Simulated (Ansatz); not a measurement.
CsBr (CsCl type), relaxed with r2SCAN: 6 runs in Ansatz 0.2.0, each a construction of maximally localised Wannier functions. Space group Pm-3m (No. 221), cubic; a = 4.319 Å in the conventional setting, 40.29 Å³ an atom. Cs has 8 Br at 3.74 Å; Br has 8 Cs at 3.74 Å. No spin polarisation and no zero-point or thermal motion.

```yaml
crystal:
  lattice:
    - [4.31938, 0.00000, 0.00000]
    - [0.00000, 4.31938, 0.00000]
    - [0.00000, 0.00000, 4.31938]
  atoms:
    - { symbol: Cs, position: [0.00000, 0.00000, 0.00000] }
    - { symbol: Br, position: [0.50000, 0.50000, 0.50000] }
```

Windows count from the top of the filled bands; a dash means that no such window was set (without an outer window there is no disentanglement).

```
functional  SCF mesh  trial orbitals  functions   mesh  window (eV)  frozen (eV)  Ω total (Å²)  Ω invariant (Å²)  largest spread (Å²)  least projectability  interpolation miss of the model's filled bands (eV, to the nearest computed level)
       PBE     6×6×6      Br s, Br p          4  4×4×4            –            –          6.38              5.52                 1.60                  0.96                                                                               0.024
       PBE     6×6×6      Br s, Br p          4  6×6×6            –            –          6.63              5.76                 1.66                  0.96                                                                               0.004
    r2SCAN     6×6×6      Br s, Br p          4  4×4×4            –            –          6.21              5.34                 1.56                  0.95                                                                               0.019
     HSE06     4×4×4      Br s, Br p          4  4×4×4            –            –          6.25              5.38                 1.57                  0.95                                                                                   –
```

Problem. Estimate from these rows what the further settings give.
```tsv
functional	SCF mesh	trial orbitals	functions	mesh	window (eV)	frozen (eV)
PBE	6×6×6	Br p	3	4×4×4	–	–
r2SCAN	6×6×6	Br p	3	4×4×4	–	–
```

Solution.

| functional | SCF mesh | trial orbitals | functions | mesh | window (eV) | frozen (eV) | Ω total (Å²) | Ω invariant (Å²) | largest spread (Å²) | least projectability | interpolation miss of the model's filled bands (eV, to the nearest computed level) |
| --- | --- | --- | --- | --- | --- | --- | --- | --- | --- | --- | --- |
| PBE | 6×6×6 | Br p | 3 | 4×4×4 | – | – | 6.17 | 6.17 | 2.06 | 0.97 | 0.026 |
| r2SCAN | 6×6×6 | Br p | 3 | 4×4×4 | – | – | 6.01 | 6.00 | 2.00 | 0.97 | 0.021 |

For Br s, Br p with PBE the spread goes 6.38 Å² (4×4×4), 6.63 Å² (6×6×6): finite differences on a coarse mesh understate it.

The runs are scalar-relativistic, without spin-orbit coupling.
